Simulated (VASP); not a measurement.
# RbBr (Fm-3m) in VASP: density of states with PBE

Aim: the density of states of RbBr with PBE.

Everything below comes from runs of VASP 6.6.1. Logs are shortened: lines on timing, memory, paths and dates and some standing lists are left out, and cuts for length are marked.

### 1 The structure

The structure is cubic, space group Fm-3m (No. 225). Conventional cell: a = 7.017 Å, b = 7.017 Å, c = 7.017 Å, α = 90.00°, β = 90.00°, γ = 90.00°. Rb (site symmetry m-3m) is surrounded by 6 Br at 3.51 Å. Br (site symmetry m-3m) has 6 Rb at 3.51 Å as nearest neighbours.

### 2 Density of states, PBE

Input file POSCAR:

```
RbBr
1.0
    0.0000000000      3.5086792297      3.5086792297
    3.5086792297      0.0000000000      3.5086792297
    3.5086792297      3.5086792297      0.0000000000
Rb Br
1 1
Direct
    0.0000000000      0.0000000000      0.0000000000
    0.5000000000      0.5000000000      0.5000000000
```

Input file INCAR.step1:

```
SYSTEM = RbBr
PREC = Accurate
ENCUT = 520
EDIFF = 1E-6
ISMEAR = 0
SIGMA = 0.02
LREAL = .FALSE.
LASPH = .TRUE.
NELM = 100
ALGO = Normal
ISIF = 2
LWAVE = .FALSE.
LCHARG = .TRUE.
GGA = PE
NBANDS = 15
```

Input file KPOINTS.step1:

```
regular mesh
0
G
  6 6 6
  0 0 0
```

Input file INCAR.step2:

```
SYSTEM = RbBr
PREC = Accurate
ENCUT = 520
EDIFF = 1E-6
ISMEAR = -5
SIGMA = 0.02
LREAL = .FALSE.
LASPH = .TRUE.
NELM = 100
ALGO = Normal
ISIF = 2
LWAVE = .FALSE.
LCHARG = .FALSE.
GGA = PE
LORBIT = 11
NEDOS = 2001
ICHARG = 11
```

Input file KPOINTS.step2:

```
regular mesh
0
G
  9 9 9
  0 0 0
```

Potentials or basis: VASP PAW PBE potentials, release 64 (Rb_sv, Br).

On the command line:

```bash
> cat potpaw_PBE.64/Rb_sv/POTCAR potpaw_PBE.64/Br/POTCAR > POTCAR
> cp INCAR.step1 INCAR
> cp KPOINTS.step1 KPOINTS
> mpirun -np 1 vasp_std > vasp.out
> cp INCAR.step2 INCAR
> cp KPOINTS.step2 KPOINTS
> mpirun -np 1 vasp_std > vasp.out
```

OUTCAR:

```text
SYSTEM = RbBr
   PREC = Accurate
   ENCUT = 520
   EDIFF = 1E-6
   ISMEAR = -5
   LREAL = .FALSE.
   LASPH = .TRUE.
   NELM = 100
   ISIF = 2
   GGA = PE
   LORBIT = 11
   ICHARG = 11

 ion  position               nearest neighbor table
   1  0.000  0.000  0.000-   2 3.51   2 3.51   2 3.51   2 3.51   2 3.51   2 3.51
   2  0.500  0.500  0.500-   1 3.51   1 3.51   1 3.51   1 3.51   1 3.51   1 3.51

  LATTYP: Found a face centered cubic cell.
 ALAT       =     7.0173584594

  Lattice vectors:

 A1 = (   0.0000000000,   3.5086792297,   3.5086792297)
 A2 = (   3.5086792297,   0.0000000000,   3.5086792297)
 A3 = (   3.5086792297,   3.5086792297,   0.0000000000)

Analysis of symmetry for initial positions (statically):
=====================================================================
 Subroutine PRICEL returns:
 Original cell was already a primitive cell.

 Routine SETGRP: Setting up the symmetry group for a
 face centered cubic supercell.

 Subroutine GETGRP returns: Found 48 space group operations
 (whereof 48 operations were pure point group operations)
 out of a pool of 48 trial point group operations.

The static configuration has the point symmetry O_h .

Analysis of symmetry for dynamics (positions and initial velocities):
=====================================================================
 Subroutine PRICEL returns:
 Original cell was already a primitive cell.

 Routine SETGRP: Setting up the symmetry group for a
 face centered cubic supercell.

 Subroutine GETGRP returns: Found 48 space group operations
 (whereof 48 operations were pure point group operations)
 out of a pool of 48 trial point group operations.

The dynamic configuration has the point symmetry O_h .

 Subroutine INISYM returns: Found 48 space group operations
 (whereof 48 operations are pure point group operations),
 and found     1 'primitive' translations

----------------------------------------------------------------------------------------

                                     Primitive cell

  volume of cell :      86.3895

  direct lattice vectors                    reciprocal lattice vectors
     0.000000000  3.508679230  3.508679230    -0.142503765  0.142503765  0.142503765
     3.508679230  0.000000000  3.508679230     0.142503765 -0.142503765  0.142503765
     3.508679230  3.508679230  0.000000000     0.142503765  0.142503765 -0.142503765

  length of vectors
     4.962021753  4.962021753  4.962021753     0.246823761  0.246823761  0.246823761

  position of ions in fractional coordinates (direct lattice)
     0.000000000  0.000000000  0.000000000
     0.500000000  0.500000000  0.500000000

  ion indices of the primitive-cell ions
   primitive index   ion index
                 1           1
                 2           2

----------------------------------------------------------------------------------------

 KPOINTS: regular mesh

Automatic generation of k-mesh.
 Grid dimensions read from file:
 generate k-points for:    9    9    9

 Generating k-lattice:

  Cartesian coordinates                     Fractional coordinates (reciprocal lattice)
    -0.015833752  0.015833752  0.015833752     0.111111111  0.000000000  0.000000000
     0.015833752 -0.015833752  0.015833752     0.000000000  0.111111111  0.000000000
     0.015833752  0.015833752 -0.015833752     0.000000000  0.000000000  0.111111111

  Length of vectors
     0.027424862  0.027424862  0.027424862

  Shift w.r.t. Gamma in fractional coordinates (k-lattice)
     0.000000000  0.000000000  0.000000000

 TETIRR: Found    115 inequivalent tetrahedra from     4374

 Subroutine IBZKPT returns following result:
 ===========================================

 Found     35 irreducible k-points:

 Following reciprocal coordinates:
            Coordinates               Weight
  0.000000  0.000000  0.000000      1.000000
  0.111111  0.000000  0.000000      8.000000
  0.222222  0.000000  0.000000      8.000000
  0.333333  0.000000  0.000000      8.000000
  0.444444  0.000000  0.000000      8.000000
  0.111111  0.111111  0.000000      6.000000
[... 16 lines left out ...]
 -0.333333  0.333333  0.000000     12.000000
  0.444444  0.444444  0.000000      6.000000
 [... further k-points ...]
   k-points           NKPTS =     35   k-points in BZ     NKDIM =     35   number of bands    NBANDS=     12
   number of dos      NEDOS =   2001   number of ions     NIONS =      2
   total plane-waves  NPLWV =  64000
   dimension x,y,z NGX =    40 NGY =   40 NGZ =   40
   dimension x,y,z NGXF=    80 NGYF=   80 NGZF=   80
   ions per type =               1   1
   NGX,Y,Z   is equivalent  to a cutoff of  13.40, 13.40, 13.40 a.u.
   NGXF,Y,Z  is equivalent  to a cutoff of  26.80, 26.80, 26.80 a.u.
 SYSTEM =  RbBr
   PREC   = accura    normal or accurate (medium, high low for compatibility)
   ISTART =      0    job   : 0-new  1-cont  2-samecut
   ICHARG =     11    charge: 1-file 2-atom 10-const
   ISPIN  =      1    spin polarized calculation?
   LNONCOLLINEAR =      F non collinear calculations
   LSORBIT =      F    spin-orbit coupling
   LASPH  =      T    aspherical Exc in radial PAW
   ENCUT  =  520.0 eV  38.22 Ry    6.18 a.u.   9.23  9.23  9.23*2*pi/ulx,y,z
   NELM   =    100;   NELMIN=  2; NELMDL=  0     # of ELM steps
   EDIFF  = 0.1E-05   stopping-criterion for ELM
   LREAL  =      F    real-space projection
   EDIFFG = 0.1E-04   stopping-criterion for IOM
   NSW    =      0    number of steps for IOM
   IBRION =     -1    ionic relax: 0-MD 1-quasi-New 2-CG
   NFREE  =      0    steps in history (QN), initial steepest desc. (CG)
   ISIF   =      2    stress and relaxation
   ISYM   =      2    0-nonsym 1-usesym 2-fastsym
   POTIM  = 0.5000    time-step for ionic-motion
   TEBEG  =    0.0;   TEEND  =   0.0 temperature during run
   PSTRESS=    0.0 pullay stress
   NELECT =      16.0000    total number of electrons
   NUPDOWN=      -1.0000    fix difference up-down
   EMIN   =  10.00;   EMAX   =-10.00  energy-range for DOS
   EFERMI =   0.00;   METHOD = LEGACY
   ISMEAR =    -5;   SIGMA  =   0.02  broadening in eV -4-tet -1-fermi 0-gaus
   EFERMI_NEDOS =   21; number of points for ismear=-14 and -15
   IALGO  =     38    algorithm
   IMIX   =      4    mixing-type and parameters
     AMIX     =   0.40;   BMIX     =  1.00
     AMIX_MAG =   1.60;   BMIX_MAG =  1.00
  volume/ion in A,a.u.               =      43.19       291.49
  Fermi-wavevector in a.u.,A,eV,Ry     =   0.933171  1.763437 11.848060  0.870808
  Thomas-Fermi vector in A             =   2.059845
   LORBIT       =     11    0 simple, 1 ext, 2 COOP (PROOUT), +10 PAW based schemes
   GGA     = PE    functional components
   LHFCALC =     F    Hartree Fock is set to
   AEXX    =    0.0000 exact exchange contribution
   IVDW    =     0    specifies the selected vdW correction
   LEPSILON=     F    determine dielectric tensor
   LRPA    =     F    only Hartree local field effects (RPA)
 non-spin polarized calculation
 Fermi weights with tetrahedron method with Bloechl corrections
  energy-cutoff  :      520.00
  volume of cell :       86.39
 maximum number of plane-waves:      2357
 NGX is ok and might be reduce to    40

 number of electron      15.9999999 magnetization

 Free energy of the ion-electron system (eV)
  ---------------------------------------------------
  ext. energy  EPLUGINS =         0.00000000
  ---------------------------------------------------
  free energy    TOTEN  =        -6.11555535 eV

  energy without entropy =       -6.11555535  energy(sigma->0) =       -6.11555535

 E-fermi :  -1.9916     XC(G=0):  -6.9581

 val. band max:       -2.0055958345   @ k =   0.0000   0.0000   0.0000
 cond. band min:       2.1838232722   @ k =   0.0000   0.0000   0.0000
 fundamental gap:      4.1894191066
 Fermi energy:        -1.9916450365

 k-point     1 :       0.0000    0.0000    0.0000
  band No.  band energies     occupation
      1     -26.5738      2.00000
      2     -14.1207      2.00000
      3     -10.6447      2.00000
      4     -10.6447      2.00000
      5     -10.6447      2.00000
      6      -2.0056      2.00000
      7      -2.0056      2.00000
      8      -2.0056      2.00000
      9       2.1838      0.00000
     10       5.2462      0.00000
     11       5.2462      0.00000
     12       5.2462      0.00000

 k-point     2 :       0.1111    0.0000    0.0000
  band No.  band energies     occupation
      1     -26.5730      2.00000
      2     -14.1241      2.00000
      3     -10.6455      2.00000
      4     -10.6455      2.00000
      5     -10.6411      2.00000
      6      -2.1368      2.00000
      7      -2.0428      2.00000
      8      -2.0428      2.00000
      9       2.4630      0.00000
     10       5.1630      0.00000
     11       5.3836      0.00000
     12       5.3836      0.00000

 k-point     3 :       0.2222    0.0000    0.0000
  band No.  band energies     occupation
      1     -26.5712      2.00000
      2     -14.1324      2.00000
      3     -10.6476      2.00000
      4     -10.6476      2.00000
      5     -10.6321      2.00000
      6      -2.4244      2.00000
      7      -2.1338      2.00000
      8      -2.1338      2.00000
      9       3.1652      0.00000
     10       5.0743      0.00000
     11       5.7823      0.00000
     12       5.7823      0.00000

 k-point     4 :       0.3333    0.0000    0.0000
  band No.  band energies     occupation
      1     -26.5690      2.00000
      2     -14.1419      2.00000
      3     -10.6499      2.00000
      4     -10.6499      2.00000
      5     -10.6219      2.00000
      6      -2.6997      2.00000
      7      -2.2325      2.00000
      8      -2.2325      2.00000
      9       3.9943      0.00000
     10       5.1679      0.00000
     11       6.4006      0.00000
     12       6.4006      0.00000

 k-point     5 :       0.4444    0.0000    0.0000
  band No.  band energies     occupation
      1     -26.5676      2.00000
      2     -14.1481      2.00000
      3     -10.6514      2.00000
      4     -10.6514      2.00000
      5     -10.6153      2.00000
      6      -2.8591      2.00000
      7      -2.2943      2.00000
      8      -2.2943      2.00000
      9       4.5502      0.00000
     10       5.4070      0.00000
     11       7.0983      0.00000
     12       7.0985      0.00000
[... 228 lines left out ...]
      1     -26.5664      2.00000
      2     -14.0946      2.00000
      3     -10.7345      2.00000
      4     -10.6891      2.00000
      5     -10.6860      2.00000
      6      -2.5250      2.00000
      7      -2.2065      2.00000
      8      -2.1684      2.00000
      9       3.9298      0.00000
     10       4.6266      0.00000
     11       6.9065      0.00000
     12       7.0457      0.00000

 k-point    22 :      -0.4444    0.3333    0.0000
  band No.  band energies     occupation
      1     -26.5658      2.00000
      2     -14.0971      2.00000
      3     -10.7519      2.00000
      4     -10.6833      2.00000
      5     -10.6733      2.00000
      6      -2.4779      2.00000
      7      -2.3494      2.00000
      8      -2.2247      2.00000
      9       4.2250      0.00000
     10       5.3886      0.00000
     11       6.2701      0.00000
     12       6.8206      0.00000

 k-point    23 :      -0.3333    0.3333    0.0000
  band No.  band energies     occupation
      1     -26.5660      2.00000
      2     -14.1098      2.00000
      3     -10.7420      2.00000
      4     -10.6707      2.00000
      5     -10.6526      2.00000
      6      -2.5749      2.00000
      7      -2.3508      2.00000
      8      -2.2748      2.00000
      9       4.6667      0.00000
     10       5.5892      0.00000
     11       6.2054      0.00000
     12       6.4882      0.00000

 k-point    24 :       0.4444    0.4444    0.0000
  band No.  band energies     occupation
      1     -26.5658      2.00000
      2     -14.0797      2.00000
      3     -10.7697      2.00000
      4     -10.6974      2.00000
      5     -10.6974      2.00000
      6      -2.4776      2.00000
      7      -2.1567      2.00000
      8      -2.1567      2.00000
      9       3.6970      0.00000
     10       4.7478      0.00000
     11       6.8760      0.00000
     12       7.0221      0.00000

 [... further k-points ...]

------------------------ aborting loop because EDIFF is reached ----------------------------------------

  FORCE on cell =-STRESS in cart. coord.  units (eV):
  Direction    XX          YY          ZZ          XY          YZ          ZX
  --------------------------------------------------------------------------------------
  -------------------------------------------------------------------------------------
  Total        0.0120463      0.0120463      0.0120463      0.0000000     -0.0000000      0.0000000
  in kB        0.2234101      0.2234101      0.2234101      0.0000000     -0.0000000      0.0000000
  external PRESSURE =       0.2234101 kB  Pullay stress =       0.0000000 kB

 VOLUME and BASIS-vectors are now :
 -----------------------------------------------------------------------------
  energy-cutoff  :      520.00
  volume of cell :       86.39
      direct lattice vectors                 reciprocal lattice vectors
     0.000000000  3.508679230  3.508679230    -0.142503765  0.142503765  0.142503765
     3.508679230  0.000000000  3.508679230     0.142503765 -0.142503765  0.142503765
     3.508679230  3.508679230  0.000000000     0.142503765  0.142503765 -0.142503765

 POSITION                                       TOTAL-FORCE (eV/Angst)
 -----------------------------------------------------------------------------------
      0.00000      0.00000      0.00000         0.000000      0.000000      0.000000
      3.50868      3.50868      3.50868        -0.000000     -0.000000     -0.000000
 -----------------------------------------------------------------------------------
    total drift:                                0.000000     -0.000000     -0.000000

  FREE ENERGIE OF THE ION-ELECTRON SYSTEM (eV)
  ---------------------------------------------------
  free  energy   TOTEN  =        -6.1155553467 eV

  energy  without entropy=       -6.1155553467  energy(sigma->0) =       -6.11555535

 total charge

# of ion       s       p       d       tot
------------------------------------------
    1        1.939   5.351   0.019   7.309
    2        1.600   3.289   0.001   4.890
--------------------------------------------------
tot          3.538   8.640   0.020  12.198
```

Wall time 42 s (1 thread of Intel Xeon Platinum 8259CL at 2.50GHz (Skylake/Cascade Lake), shared host); peak memory 0.24 GiB.

What came out:

| Property | Result |
| --- | --- |
| Valence electrons inside the program's atomic spheres | Rb 7.31; Br 4.89 |

States per cell in windows of 0.5 eV (zero at the valence-band top; states under -8 eV left out):
```tsv
from (eV)	total	Br2_p	Rb1_d	Rb1_p	Rb1_s	Br2_d	Br2_s
-8.0	0.00	0.00	0.00	0.00	0.00	0.00	0.00
-7.5	0.00	0.00	0.00	0.00	0.00	0.00	0.00
-7.0	0.00	0.00	0.00	0.00	0.00	0.00	0.00
-6.5	0.00	0.00	0.00	0.00	0.00	0.00	0.00
-6.0	0.00	0.00	0.00	0.00	0.00	0.00	0.00
-5.5	0.00	0.00	0.00	0.00	0.00	0.00	0.00
-5.0	0.00	0.00	0.00	0.00	0.00	0.00	0.00
-4.5	0.00	0.00	0.00	0.00	0.00	0.00	0.00
-4.0	0.00	0.00	0.00	0.00	0.00	0.00	0.00
-3.5	0.00	0.00	0.00	0.00	0.00	0.00	0.00
-3.0	0.00	0.00	0.00	0.00	0.00	0.00	0.00
-2.5	0.00	0.00	0.00	0.00	0.00	0.00	0.00
-2.0	0.00	0.00	0.00	0.00	0.00	0.00	0.00
-1.5	0.00	0.00	0.00	0.00	0.00	0.00	0.00
-1.0	1.44	0.73	0.00	0.01	0.01	0.00	0.00
-0.5	4.78	2.68	0.02	0.06	0.00	0.00	0.00
0.0	0.00	0.00	0.00	0.00	0.00	0.00	0.00
0.5	0.00	0.00	0.00	0.00	0.00	0.00	0.00
1.0	0.00	0.00	0.00	0.00	0.00	0.00	0.00
1.5	0.00	0.00	0.00	0.00	0.00	0.00	0.00
2.0	0.00	0.00	0.00	0.00	0.00	0.00	0.00
2.5	0.00	0.00	0.00	0.00	0.00	0.00	0.00
3.0	0.00	0.00	0.00	0.00	0.00	0.00	0.00
3.5	0.00	0.00	0.00	0.00	0.00	0.00	0.00
4.0	0.01	0.00	0.00	0.00	0.00	0.00	0.00
4.5	0.07	0.00	0.00	0.00	0.00	0.00	0.00
5.0	0.14	0.01	0.00	0.00	0.01	0.00	0.01
5.5	0.31	0.01	0.02	0.00	0.01	0.00	0.01
6.0	0.80	0.03	0.06	0.01	0.01	0.02	0.02
6.5	1.47	0.07	0.13	0.03	0.02	0.03	0.02
7.0	1.18	0.10	0.12	0.01	0.03	0.02	0.01
7.5	0.34	0.01	0.06	0.00	0.01	0.01	0.00
```
